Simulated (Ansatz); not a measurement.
## A computed series for TlCl: response to strain

The reference is TlCl in the CsCl type structure (space group Pm-3m, No. 221; a = 3.769 Å). Axes: x, y, z lie along the cube axes.

Strains are applied to the cell and any free atomic positions relax.

Method: Ansatz (a first-principles code), PBEsol, PAW, cutoff 420 eV, spin-orbit coupling left out.

Notes on the quantities. pressure: mean of the normal stresses, compression positive.

```tsv
change	band gap	gap character	pressure	volume per atom
base	1.79 eV	–	-0.1 kbar	26.77 Å³
uniaxial strain ε_zz = −3.00 %	1.56 eV	indirect, X → Z	9.8 kbar	25.97 Å³
uniaxial strain ε_zz = −2.50 %	1.60 eV	indirect, X → Z	8.0 kbar	26.11 Å³
uniaxial strain ε_zz = −2.00 %	1.64 eV	indirect, X → Z	6.3 kbar	26.24 Å³
uniaxial strain ε_zz = −0.50 %	1.76 eV	indirect, X → Z	1.5 kbar	26.64 Å³
uniaxial strain ε_zz = +0.50 %	1.79 eV	indirect, Z → X	-1.5 kbar	26.91 Å³
uniaxial strain ε_zz = +1.00 %	1.79 eV	indirect, Z → X	-3.0 kbar	27.04 Å³
uniaxial strain ε_zz = +2.00 %	1.78 eV	indirect, Z → X	-5.7 kbar	27.31 Å³
uniaxial strain ε_zz = +2.50 %	1.78 eV	indirect, Z → X	-7.1 kbar	27.44 Å³
uniaxial strain ε_zz = +3.00 %	1.77 eV	indirect, Z → X	-8.3 kbar	27.58 Å³
```

Spin-orbit coupling, missing from the scalar runs, can matter with Tl. Whether these cells are dynamically stable was not tested. Labels are those of the standard path for the cell's own space group.
